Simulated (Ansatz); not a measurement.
# In (bcc type): the cost of one run

Method: DFT PBE, scalar-relativistic, in Ansatz 0.2.0.

1 further run of the same task is left out (set aside as unsound or not needed).

## 1. The system as given

Symmetry: Im-3m, No. 229, cubic system. Conventional cell: a = 3.814 Å, b = 3.814 Å, c = 3.814 Å, α = 90.00°, β = 90.00°, γ = 90.00°. Around In (site symmetry m-3m) lie 8 In at 3.30 Å.

Structure file:

```cif
data_structure
_symmetry_space_group_name_H-M 'Im-3m'
_symmetry_Int_Tables_number 229
_cell_length_a 3.8143
_cell_length_b 3.8143
_cell_length_c 3.8143
_cell_angle_alpha 90.000
_cell_angle_beta 90.000
_cell_angle_gamma 90.000
_cell_volume 55.50
loop_
_atom_site_label
_atom_site_type_symbol
_atom_site_symmetry_multiplicity
_atom_site_Wyckoff_symbol
_atom_site_fract_x
_atom_site_fract_y
_atom_site_fract_z
_atom_site_occupancy
In1 In 2 a 0.00000 0.00000 0.00000 1
```

The file gives the conventional cell by its symmetry; the runs use the cell typed in the input.

## 2. The deformed structure

Space group Im-3m before, R-3m after.

## 3. Full-potential LAPW

input.yaml reads:

```yaml
crystal:
  lattice:
    - [-1.9357714232, 1.9071639637, 1.9071639637]
    - [1.9071639637, -1.9357714232, 1.9071639637]
    - [1.9071639637, 1.9071639637, -1.9357714232]
  atoms:
    - { symbol: In, position: [0.0, 0.0, 0.0] }
kpoints:
  mp_grid: { grid: [15, 15, 15] }
scf:
  occupations: { method: fermi_dirac, width: 0.05 }
hamiltonian:
  xc: pbe
  pseudopotentials: { kind: all_electron, lapw: { basis_error: 0.001 } }
output:
  forces: true
  stress: true
  eigenvalues: true
```

Launch:

```console
$ ansatz run input.yaml --threads 1 --pin off --max-ram 2048MiB --backend cpu --events-out ev --progress --plain --runs-dir out
```

**Question.** How long does this run take on 1 thread of Arm Neoverse V2, shared host?

About 16 s.
